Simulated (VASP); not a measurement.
Crystal: InPd.

```xyz
2
Lattice="3.2719 0.0000 0.0000 0.0000 3.2719 0.0000 0.0000 0.0000 3.2719" Properties=species:S:1:pos:R:3 pbc="T T T"
In    0.0000    0.0000    0.0000
Pd    1.6359    1.6359    1.6359
```

The cell comes from a database or a generator and needn't be the stable form of this composition.

```yaml
Program: VASP 6.6.1
Task: relaxation of cell and atoms
Functional: revPBE
Potentials_or_basis: VASP PAW PBE potentials, release 64 (In_d, Pd)
Cutoff: 600 eV
k_mesh: 8 × 8 × 8
Occupations: fermi-dirac, width 0.05 eV
Spin: no spin polarisation
```

At the start: pressure 6.2 GPa; volume 17.51 Å³/atom.

Question: How do energy, volume and symmetry change on relaxing?

Answer: Over 3 steps the energy falls by 16.7 meV/atom and the volume is 18.43 Å³/atom (+5.2 %); space group Pm-3m (No. 221, to 0.05 Å).

The path:
| step | energy change (eV) | largest force (eV/Å) | pressure (GPa) | volume (Å³) |
| --- | --- | --- | --- | --- |
| 1 | 0.0000 | 0.0000 | 6.20 | 35.03 |
| 2 | -0.0100 | 0.0000 | -4.06 | 38.58 |
| 3 | -0.0334 | 0.0000 | -0.01 | 36.86 |

Final structure:
```cif
data_structure
_symmetry_space_group_name_H-M 'P 1'
_symmetry_Int_Tables_number 1
_cell_length_a 3.3281
_cell_length_b 3.3281
_cell_length_c 3.3281
_cell_angle_alpha 90.000
_cell_angle_beta 90.000
_cell_angle_gamma 90.000
_cell_volume 36.86
loop_
_atom_site_label
_atom_site_type_symbol
_atom_site_fract_x
_atom_site_fract_y
_atom_site_fract_z
_atom_site_occupancy
In1 In 0.00000 0.00000 0.00000 1
Pd1 Pd 0.50000 0.50000 0.50000 1
```

Caveat: the PAW data sets were made with another functional, which shifts forces and pressure a little.
